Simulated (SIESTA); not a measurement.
Al2O3:

```xyz
5
Lattice="3.0175 0.0000 0.0000 -1.5087 2.6132 0.0000 0.0000 0.0000 7.5746" Properties=species:S:1:pos:R:3 pbc="T T T"
Al    0.0000    0.0000    5.4693
Al    0.0000    0.0000    2.1054
O     0.0000    0.0000    3.7873
O     1.5087    0.8711    6.0638
O     0.0000    1.7421    1.5108
```

Measurements of this composition are mostly on another form, of space group No. 167.

Base run:

| Quantity | Value |
| --- | --- |
| Program | SIESTA 5.4.2 |
| Functional | LDA |
| Potentials or basis | PseudoDojo 0.4 standard (LDA files) |
| Basis | DZP (energy shift 0.003 Ry) |
| Grid cutoff | 800 Ry |
| Energy shift | 0.003 Ry |
| k mesh | 10 × 10 × 4 |
| Occupations | fermi-dirac, width 0.05 eV |
| Spin | no spin polarisation |

Its results: band gap on the k mesh 2.14 eV, indirect (least direct gap 2.15 eV); pressure -7.3 GPa; largest force 0.303 eV/Å.

Problem. The run is repeated on the same cell with these changes: functional from LDA to PBEsol; potentials or basis from PseudoDojo 0.4 standard (LDA files) to PseudoDojo 0.4 standard (PBEsol files). What comes out?

Solution. Band gap on the k mesh 2.10 eV, indirect (least direct gap 2.10 eV); pressure -2.2 GPa; largest force 0.209 eV/Å.

Caveats: the basis of atomic orbitals isn't converged, which shifts pressures, moduli and gaps.
